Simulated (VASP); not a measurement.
# TaN under changes of volume

One of the cells (10.505 Å³/atom); the others are scaled copies at fixed shape and fractional positions:

```
Ta N
1.0
     0.00000    2.19008    2.19008
     2.19008    0.00000    2.19008
     2.19008    2.19008    0.00000
Ta N
1 1
Direct
  0.50000 0.50000 0.50000
  0.00000 0.00000 0.00000
```

The cell comes from a database or a generator and needn't be the stable form of this composition.

- Program: VASP 6.6.1
- Functional: PBEsol
- Potentials or basis: VASP PAW PBE potentials, release 64 (Ta_pv, N)
- Cutoff: 520 eV
- k mesh: 8 × 8 × 8
- Occupations: fermi-dirac, width 0.05 eV
- Spin: no spin polarisation

| volume (Å³/atom) | energy over the lowest point (meV/atom) | pressure (GPa) |
| --- | --- | --- |
| 10.084 | 20.62 | 16.1 |
| 10.295 | 5.08 | 7.7 |
| 10.505 | 0.00 | 0.1 |
| 10.715 | ? | ? |
| 10.925 | 17.02 | -12.7 |

What does the run at 10.715 Å³/atom give?

Energy over the lowest point 4.29 meV/atom; pressure -6.7 GPa.

Worked out: A Birch-Murnaghan fit of order 2 (a polynomial in V^(-2/3)) to the other rows has its minimum at 10.51 Å³/atom with B0 = V·E''(V) = 356 GPa. It gives 4.27 meV/atom at 10.715 Å³/atom, against the run's 4.29, and -dE/dV = -6.6 GPa, against -6.7.

Energies are extrapolated to zero smearing.

Caveats: the PAW data sets were made with another functional, which shifts forces and pressure a little.
